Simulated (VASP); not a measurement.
# Ge (Fd-3m) in VASP: further runs

One crystal, Ge, is run at these levels: PBEsol; tasks: single point.

Program: VASP 6.6.1. These are calculated values, not measurements. Logs are shortened: lines on timing, memory, paths and dates and some standing lists are left out, and cuts for length are marked.

### 1 The undisturbed crystal

The structure is cubic, space group Fd-3m (No. 227). Conventional cell: a = 5.658 Å, b = 5.658 Å, c = 5.658 Å, α = 90.00°, β = 90.00°, γ = 90.00°. Ge (site symmetry -43m) is surrounded by 4 Ge at 2.45 Å.

### 2 Single point, PBEsol (grid = ENCUT=350 dk=0.35 cell=2x2x1 ISMEAR=0 SIGMA=0.05 LREAL=Auto EDIFF=1e-06)

The input, INCAR:

```
SYSTEM = SnGe7
  PREC = Accurate
  ENCUT = 350
  EDIFF = 1E-6
  ISMEAR = 0
  SIGMA = 0.05
  LREAL = Auto
  LASPH = .True.
  NELM = 120
  ALGO = Fast
  ISIF = 2
  LWAVE = .False.
  LCHARG = .False.
  GGA = PS
  NBANDS = 64
```

The input, KPOINTS:

```
regular mesh
0
Gamma
  6 6 6
  0 0 0
```

The input, POSCAR:

```
SnGe7
1.0
    0.0000000000      5.6578200000      5.6578200000
    5.6578200000      0.0000000000      5.6578200000
    2.8289100000      2.8289100000      0.0000000000
Sn Ge
1 7
Direct
    0.3750000000      0.3750000000      0.7500000000
    0.3750000000      0.8750000000      0.7500000000
    0.8750000000      0.3750000000      0.7500000000
    0.8750000000      0.8750000000      0.7500000000
    0.2500000000      0.2500000000      0.5000000000
    0.2500000000      0.7500000000      0.5000000000
    0.7500000000      0.2500000000      0.5000000000
    0.7500000000      0.7500000000      0.5000000000
```

Potentials or basis: VASP PAW PBE potentials, release 64 (Sn_d, Ge_d).

Command:

```
> cat potpaw_PBE.64/Sn_d/POTCAR potpaw_PBE.64/Ge_d/POTCAR > POTCAR
> mpirun -np 1 vasp_std > vasp.out
```

OUTCAR:

```text
SYSTEM = SnGe7
   PREC = Accurate
   ENCUT = 350
   EDIFF = 1E-6
   ISMEAR = 0
   LREAL = Auto
   LASPH = .True.
   NELM = 120
   ISIF = 2
   GGA = PS

 Found     52 irreducible k-points:

 Following reciprocal coordinates:
            Coordinates               Weight
  0.000000  0.000000  0.000000      1.000000
  0.166667  0.000000  0.000000      4.000000
  0.333333  0.000000  0.000000      4.000000
  0.500000  0.000000  0.000000      2.000000
  0.166667  0.166667  0.000000      2.000000
  0.333333  0.166667  0.000000      4.000000
   k-points           NKPTS =     52   k-points in BZ     NKDIM =     52   number of bands    NBANDS=     64
   number of dos      NEDOS =    301   number of ions     NIONS =      8
   total plane-waves  NPLWV =  60000
   dimension x,y,z NGX =    50 NGY =   50 NGZ =   24
   dimension x,y,z NGXF=   100 NGYF=  100 NGZF=   48
   ions per type =               1   7
   NGX,Y,Z   is equivalent  to a cutoff of  10.39, 10.39,  9.97 a.u.
   NGXF,Y,Z  is equivalent  to a cutoff of  20.78, 20.78, 19.95 a.u.
 SYSTEM =  SnGe7
   PREC   = accura    normal or accurate (medium, high low for compatibility)
   ISTART =      0    job   : 0-new  1-cont  2-samecut
   ICHARG =      2    charge: 1-file 2-atom 10-const
   ISPIN  =      1    spin polarized calculation?
   LNONCOLLINEAR =      F non collinear calculations
   LSORBIT =      F    spin-orbit coupling
   LASPH  =      T    aspherical Exc in radial PAW
   ENCUT  =  350.0 eV  25.72 Ry    5.07 a.u.  12.21 12.21  6.10*2*pi/ulx,y,z
   NELM   =    120;   NELMIN=  2; NELMDL= -5     # of ELM steps
   EDIFF  = 0.1E-05   stopping-criterion for ELM
   LREAL  =      T    real-space projection
   EDIFFG = 0.1E-04   stopping-criterion for IOM
   NSW    =      0    number of steps for IOM
   IBRION =     -1    ionic relax: 0-MD 1-quasi-New 2-CG
   NFREE  =      0    steps in history (QN), initial steepest desc. (CG)
   ISIF   =      2    stress and relaxation
   ISYM   =      2    0-nonsym 1-usesym 2-fastsym
   POTIM  = 0.5000    time-step for ionic-motion
   TEBEG  =    0.0;   TEEND  =   0.0 temperature during run
   PSTRESS=    0.0 pullay stress
   NELECT =     112.0000    total number of electrons
   NUPDOWN=      -1.0000    fix difference up-down
   EMIN   =  10.00;   EMAX   =-10.00  energy-range for DOS
   EFERMI =   0.00;   METHOD = LEGACY
   ISMEAR =     0;   SIGMA  =   0.05  broadening in eV -4-tet -1-fermi 0-gaus
   EFERMI_NEDOS =   21; number of points for ismear=-14 and -15
   IALGO  =     68    algorithm
   IMIX   =      4    mixing-type and parameters
     AMIX     =   0.40;   BMIX     =  1.00
     AMIX_MAG =   1.60;   BMIX_MAG =  1.00
  volume/ion in A,a.u.               =      22.64       152.78
  Fermi-wavevector in a.u.,A,eV,Ry     =   1.394756  2.635708 26.468033  1.945346
  Thomas-Fermi vector in A             =   2.518275
   LORBIT       =      0    0 simple, 1 ext, 2 COOP (PROOUT), +10 PAW based schemes
   GGA     = PS    functional components
   LHFCALC =     F    Hartree Fock is set to
   AEXX    =    0.0000 exact exchange contribution
   IVDW    =     0    specifies the selected vdW correction
   LEPSILON=     F    determine dielectric tensor
   LRPA    =     F    only Hartree local field effects (RPA)
 non-spin polarized calculation
 RMM-DIIS sequential band-by-band and
 Gauss-broadening in eV      SIGMA  =   0.05
  energy-cutoff  :      350.00
  volume of cell :      181.11
 maximum number of plane-waves:      2712
 NGX is ok and might be reduce to    50
   NGX = 25   NGY = 25   NGZ = 13

 number of electron     111.9999993 magnetization

 Free energy of the ion-electron system (eV)
  ---------------------------------------------------
  ext. energy  EPLUGINS =         0.00000000
  ---------------------------------------------------
  free energy    TOTEN  =       -38.06881577 eV

  energy without entropy =      -38.06836293  energy(sigma->0) =      -38.06858935

 E-fermi :   5.6093     XC(G=0): -10.2437

 val. band max:        5.6011724211   @ k =   0.0000   0.0000   0.5000
 cond. band min:       5.6290306948   @ k =   0.0000   0.0000   0.0000
 fundamental gap:      0.0278582737
 Fermi energy:         5.6093071924

 k-point     1 :       0.0000    0.0000    0.0000
  band No.  band energies     occupation
      1     -19.2434      2.00000
      2     -19.2362      2.00000
      3     -19.2296      2.00000
      4     -19.2296      2.00000
      5     -19.2269      2.00000
      6     -19.2174      2.00000
[... 56 lines left out ...]
     63       8.0951      0.00000
     64       8.0968      0.00000

 k-point     2 :       0.1667    0.0000    0.0000
  band No.  band energies     occupation
      1     -19.2433      2.00000
      2     -19.2399      2.00000
      3     -19.2335      2.00000
      4     -19.2298      2.00000
      5     -19.2267      2.00000
      6     -19.2193      2.00000
[... 56 lines left out ...]
     63       8.3299      0.00000
     64       8.5543      0.00000

 k-point     3 :       0.3333    0.0000    0.0000
  band No.  band energies     occupation
      1     -19.2458      2.00000
      2     -19.2430      2.00000
      3     -19.2397      2.00000
      4     -19.2302      2.00000
      5     -19.2267      2.00000
      6     -19.2227      2.00000
[... 56 lines left out ...]
     63       8.8060      0.00000
     64       9.3061      0.00000

 k-point     4 :       0.5000    0.0000    0.0000
  band No.  band energies     occupation
      1     -19.2484      2.00000
      2     -19.2428      2.00000
      3     -19.2424      2.00000
      4     -19.2304      2.00000
      5     -19.2269      2.00000
      6     -19.2242      2.00000
[... 56 lines left out ...]
     63       9.2793      0.00000
     64       9.3209      0.00000

 k-point     5 :       0.1667    0.1667    0.0000
  band No.  band energies     occupation
      1     -19.2430      2.00000
      2     -19.2393      2.00000
      3     -19.2318      2.00000
      4     -19.2314      2.00000
      5     -19.2282      2.00000
      6     -19.2192      2.00000
[... 56 lines left out ...]
     63       8.7377      0.00000
     64       8.7591      0.00000

 k-point     6 :       0.3333    0.1667    0.0000
  band No.  band energies     occupation
      1     -19.2440      2.00000
      2     -19.2427      2.00000
      3     -19.2367      2.00000
      4     -19.2326      2.00000
      5     -19.2277      2.00000
      6     -19.2217      2.00000
[... 56 lines left out ...]
     63       9.2561      0.00000
     64       9.3937      0.00000

 [... further k-points ...]

------------------------ aborting loop because EDIFF is reached ----------------------------------------

  FORCE on cell =-STRESS in cart. coord.  units (eV):
  Direction    XX          YY          ZZ          XY          YZ          ZX
  --------------------------------------------------------------------------------------
  -------------------------------------------------------------------------------------
  Total        6.5479718      6.5479718      6.2463868      0.1389413      0.0000000      0.0000000
  in kB       57.9255281     57.9255281     55.2576070      1.2291210      0.0000000      0.0000000
  external PRESSURE =      57.0362211 kB  Pullay stress =       0.0000000 kB

 VOLUME and BASIS-vectors are now :
 -----------------------------------------------------------------------------
  energy-cutoff  :      350.00
  volume of cell :      181.11
      direct lattice vectors                 reciprocal lattice vectors
     0.000000000  5.657820000  5.657820000    -0.088373260  0.088373260  0.088373260
     5.657820000  0.000000000  5.657820000     0.088373260 -0.088373260  0.088373260
     2.828910000  2.828910000  0.000000000     0.176746521  0.176746521 -0.176746521

 POSITION                                       TOTAL-FORCE (eV/Angst)
 -----------------------------------------------------------------------------------
      4.24336      4.24336      4.24336         0.000000      0.000000     -0.114527
      7.07227      4.24336      7.07227         0.091893     -0.091893     -0.008798
      4.24336      7.07227      7.07227        -0.091893      0.091893     -0.008798
      7.07227      7.07227      9.90118         0.000000      0.000000      0.083862
      2.82891      2.82891      2.82891         0.000000      0.000000     -1.782610
      5.65782      2.82891      5.65782         0.901578     -0.901578      0.910074
      2.82891      5.65782      5.65782        -0.901578      0.901578      0.910074
      5.65782      5.65782      8.48673        -0.000000     -0.000000      0.010723
 -----------------------------------------------------------------------------------
    total drift:                                0.000015      0.000015     -0.000303

  FREE ENERGIE OF THE ION-ELECTRON SYSTEM (eV)
  ---------------------------------------------------
  free  energy   TOTEN  =       -38.0688157652 eV

  energy  without entropy=      -38.0683629335  energy(sigma->0) =      -38.06858935
```

It took 9.7 min on 1 thread of Intel Xeon Platinum 8488C (Sapphire Rapids), shared host; peak memory 0.37 GiB.

These settings aren't checked as converged: the numbers below hold their error.

Results:

* Free energy: -38.0688 eV
* Largest force: 1.783 eV/Å
* Band gap on the k mesh: none (metal or under the smearing width)

Caveat: the cutoff is under 1.25 times the usual one of these potentials, so pressure, stress and relaxed cells hold a basis-set (Pulay) error; the PAW data sets were made with another functional, which shifts forces and pressure a little.

### 3 Single point, PBEsol (grid = ENCUT=500 dk=0.45 cell=2x2x1 ISMEAR=0 SIGMA=0.05 LREAL=Auto EDIFF=1e-06)

Edit INCAR of step 2 so:

```diff
@@ -2,3 +2,3 @@
   PREC = Accurate
-  ENCUT = 350
+  ENCUT = 500
   EDIFF = 1E-6
```

The input, KPOINTS:

```
regular mesh
0
Gamma
  5 5 5
  0 0 0
```

POSCAR is that of step 2.

Potentials or basis: VASP PAW PBE potentials, release 64 (Sn_d, Ge_d).

Command:

```
> cat potpaw_PBE.64/Sn_d/POTCAR potpaw_PBE.64/Ge_d/POTCAR > POTCAR
> mpirun -np 1 vasp_std > vasp.out
```

Run time: 8.2 min. Hardware: 1 thread of Intel Xeon Platinum 8488C (Sapphire Rapids), shared host; peak memory 0.41 GiB.

The run converged, but some of its settings lie outside the range that counts as converged, so its numbers aren't taken as properties of the crystal.

What came out:

```yaml
Free_energy: -38.0157 eV
Pressure: 5.7 GPa
Largest_force: 1.778 eV/Å
Band_gap_on_the_k_mesh: 0.01 eV, direct
```

Caveat: the PAW data sets were made with another functional, which shifts forces and pressure a little; spin-orbit coupling is left out, which moves the levels of the heavy elements.

### 4 Single point, PBEsol (grid = ENCUT=600 dk=0.45 cell=2x2x1 ISMEAR=0 SIGMA=0.05 LREAL=Auto EDIFF=1e-06)

Edit INCAR of step 3 so:

```diff
@@ -2,3 +2,3 @@
   PREC = Accurate
-  ENCUT = 500
+  ENCUT = 600
   EDIFF = 1E-6
```

KPOINTS is that of step 3.

POSCAR is that of step 3.

Command:

```
> cat potpaw_PBE.64/Sn_d/POTCAR potpaw_PBE.64/Ge_d/POTCAR > POTCAR
> mpirun -np 1 vasp_std > vasp.out
```

Wall time 9.2 min (1 thread of Intel Xeon Platinum 8488C (Sapphire Rapids), shared host); peak memory 0.48 GiB.

These settings aren't checked as converged: the numbers below hold their error.

Results:

* Free energy: -38.0211 eV
* Pressure: 5.8 GPa
* Largest force: 1.778 eV/Å
* Band gap on the k mesh: 0.01 eV, direct

Caveat: the PAW data sets were made with another functional, which shifts forces and pressure a little; spin-orbit coupling is left out, which moves the levels of the heavy elements.

### 5 The reference run

An earlier run on the cell as given: functional PBEsol; potentials or basis VASP PAW PBE potentials, release 64 (Ge_d); cutoff 520 eV; k mesh 8 × 8 × 8; occupations fermi-dirac, width 0.05 eV; no spin polarisation.

* Pressure: 0.5 GPa
* Band gap on the k mesh: none (metal or under the smearing width)
